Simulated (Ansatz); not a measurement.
# Au (omega type): a single-point run

The task is a single-point run on Au (omega type). The structure is shown as the input types it.

Method: DFT, PBE, norm-conserving pseudopotentials, Ansatz's default files, scalar-relativistic (as first typed), in Ansatz 0.2.0.

1 further run of the same task is left out (set aside as unsound or not needed).

## Step 1: The system as given

It takes space group P6/mmm (No. 191, hexagonal). The conventional cell has a = 3.764 Å, b = 3.764 Å, c = 2.243 Å, α = 90.00°, β = 90.00°, γ = 120.00°. Au (site symmetry 6/mmm) is surrounded by 14 Au at 2.24 to 2.45 Å. Around Au (site symmetry -6m2) lie 11 Au at 2.17 to 2.45 Å.

Coordinates:

```xyz
3
Lattice="3.7635 0.0000 0.0000 -1.8818 3.2593 0.0000 0.0000 0.0000 2.2426" Properties=species:S:1:pos:R:3 pbc="T T T"
Au    0.0000    0.0000    0.0000
Au    0.0000    2.1729    1.1213
Au    1.8818    1.0864    1.1213
```

## Step 2: The run

input.yaml

```yaml
crystal:
  lattice:
    - [3.7635286291, 0.0, 0.0]
    - [-1.8817643146, 3.2593114007, 0.0]
    - [0.0, 0.0, 2.2426212803]
  atoms:
    - { symbol: Au, position: [0.0, 0.0, 0.0] }
    - { symbol: Au, position: [0.3333333333, 0.6666666667, 0.5] }
    - { symbol: Au, position: [0.6666666667, 0.3333333333, 0.5] }
kpoints:
  mp_grid: { grid: [9, 9, 12] }
scf:
  occupations: { method: fermi_dirac, width: 0.08 }
  max_iter: 60
hamiltonian:
  xc: pbe
  pseudopotentials: { kind: nc }
output:
  forces: true
  stress: true
  eigenvalues: true
basis:
  ecutrho_ratio: 1
```

Command:

```bash
> ansatz run input.yaml --threads 1 --pin off --max-ram 3072MiB --backend cpu --events-out ev --progress --plain --runs-dir out
```

What happens when this is run?

The run converged and reported no error, with warnings (cutoff below recommended). It gives a pressure of 624 GPa, which is large; a structure far from rest gives such values too, whatever the setting.

Look at the input: basis.ecutrho_ratio is 1. The density cutoff must be at least four times the energy cutoff of the waves.

To check: delete basis.ecutrho_ratio (the default then holds).
